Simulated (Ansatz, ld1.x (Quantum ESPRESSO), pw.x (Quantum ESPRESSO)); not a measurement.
# indium (In) (fcc): variants of one ultrasoft potential in the solid

ld1.x (Quantum ESPRESSO) 7.5 input, shortened:

```
&input
   title='In', zed=49., rel=1, dft='PBE', iswitch=3,
   config='[Kr] 4d10 5s2 5p1 5d-2'
 /
 &inputp
   pseudotype=3, tm=.true., lloc=-1, rcloc=2.90,
   nlcc=.true., rcore=1.85,
   which_augfun='PSQ', rmatch_augfun_nc=.true.
 /
6
5S  1  0   2.00   0.00  1.80  2.40  0.0
5S  1  0   0.00   0.80  1.80  2.40  0.0
5P  2  1   1.00   0.00  2.75  3.35  0.0
5P  2  1   0.00   0.15  2.75  3.35  0.0
5D  3  2  -2.00   0.30  2.90  3.10  0.0
5D  3  2  -2.00   1.30  2.90  3.10  0.0
 &test
   configts(1)='5s2 5p1'
 /
```

Crystal test: fcc In in pw.x 7.5, no spin, 12³ k-points, Fermi–Dirac smearing 0.01 Ry, cutoffs set for each file from its atomic test. The reference is all-electron LAPW (Ansatz 0.2.0) with the same functional, mesh and smearing; V0 and B0 come from Birch–Murnaghan fits to the pressures at five volumes. Errors are pseudo minus all-electron; Δ is the rms difference of the E(V) curves that follow from these fits, minima aligned, over ±6 % about the mean V0. Mesh and smearing are coarse, so the numbers serve the comparison and aren't converged zero-temperature values; the lattice is a test structure that the element need not adopt.

All-electron: a0 = 4.791 Å (V0 = 27.50 Å³/atom), B0 = 34.9 GPa.

Base: The largest radius (3.35 bohr) exceeds half the bond length (3.21 bohr), so the spheres overlap, which is one possible source of error among others. Atomic configuration tests: test run stopped at test 6 of 7 (negative rho). The logarithmic derivative shows an extra or strongly shifted pseudo pole above the reference energy (d near 2.19 Ry).

```tsv
change	cutoffs (Ry)	pw.x	a0 (Å)	a0 error (%)	B0 error (%)	Δ (meV/atom)	mean pressure error (GPa)
base	40/320	converged	4.796	+0.10	+3.2	0.7	+0.11
local potential all-electron potential smoothed inside 2.35 bohr (lloc = -1)	40/320	converged	4.786	-0.11	+4.0	0.7	-0.12
waves 5p (bound): rcut 2.75, rcutus 4.54 bohr; 5p channel at 0.15 Ry: rcut 2.75, rcutus 4.54 bohr	40/320	converged	4.809	+0.37	+4.7	2.5	+0.39
waves 5d channel at 0.3 Ry: rcut 2.90, rcutus 3.28 bohr; 5d channel at 1.3 Ry: rcut 2.90, rcutus 3.28 bohr	40/320	converged	4.802	+0.22	+2.5	1.5	+0.23
wave 5s channel at 0.8 Ry: rcut 1.80, rcutus 2.40 bohr becomes 5s channel at 2.99 Ry: rcut 1.80, rcutus 2.40 bohr	40/320	converged	4.796	+0.10	+3.2	0.7	+0.10
all radii but the core radius scaled by about 1.17 (s 2.80, p 3.90, d 3.62 bohr, rcut 2.10/3.20/3.38); local potential all-electron potential smoothed inside 3.38 bohr (lloc = -1)	40/320	converged	4.829	+0.78	+4.0	5.2	+0.87
```
